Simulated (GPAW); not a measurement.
Crystal: Fe.

```
CELL_PARAMETERS angstrom
-1.44300 1.44300 1.44300
1.44300 -1.44300 1.44300
1.44300 1.44300 -1.44300
ATOMIC_POSITIONS crystal
Fe 0.00000 0.00000 0.00000
```

* Program: GPAW 26.7.0
* Task: relaxation of cell and atoms
* Functional: PBEsol
* Dispersion: D4
* Potentials or basis: PAW data sets generated in the run's folder for this functional
* Cutoff: 600 eV
* Basis: pw
* k mesh: 13 × 13 × 13
* Occupations: fermi-dirac, width 0.05 eV
* Spin: collinear spin, ferromagnetic start
* Starting moments: [3.0] μB

At the start: pressure -18.3 GPa; volume 12.02 Å³/atom.

**Question.** How do energy, volume and symmetry change on relaxing?

**Answer.** Over 4 steps the energy falls by 79.1 meV/atom and the volume is 10.81 Å³/atom (-10.0 %); space group Im-3m (No. 229, to 0.05 Å); moment 2.05 μB per cell.

The path:
| step | energy change (eV) | largest force (eV/Å) | pressure (GPa) | volume (Å³) |
| --- | --- | --- | --- | --- |
| 1 | 0.0000 | 0.0000 | -18.34 | 12.02 |
| 2 | -0.0625 | 0.0000 | -9.93 | 11.33 |
| 3 | -0.0775 | 0.0000 | 3.31 | 10.65 |
| 4 | -0.0791 | 0.0000 | -0.18 | 10.81 |

Final structure:
```
CELL_PARAMETERS angstrom
-1.39299 1.39299 1.39299
1.39299 -1.39299 1.39299
1.39299 1.39299 -1.39299
ATOMIC_POSITIONS crystal
Fe 0.00000 0.00000 0.00000
```

Caveat: each step starts from the last one's moments, so a moment once lost doesn't come back; later steps reuse the first step's grids; pairwise dispersion overbinds metals, which lowers pressure and volume.
